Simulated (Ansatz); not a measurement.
# Magnetic states of iron, fcc

Method: Ansatz, DFT, r2SCAN, plane waves (500 eV) with PAW, scalar-relativistic. (PAW data from PBE, frozen cores regenerated.)

Each start was relaxed and then solved on a dense mesh, with Fermi-Dirac smearing of 0.05 eV (0.1 eV in a metal without spin) extrapolated to zero. Rows within 2 meV/atom of each other tie.

Problem. Where does each start end, and how do the energies compare? Starts: ferromagnetic; non-magnetic.

Solution. 
```csv
start,ends,ΔE (meV/atom),V (Å³/atom)
ferromagnetic,"ferromagnetic, net 2.82 μB per atom",0.0,12.19
non-magnetic,spin not included,641.7,9.94
```
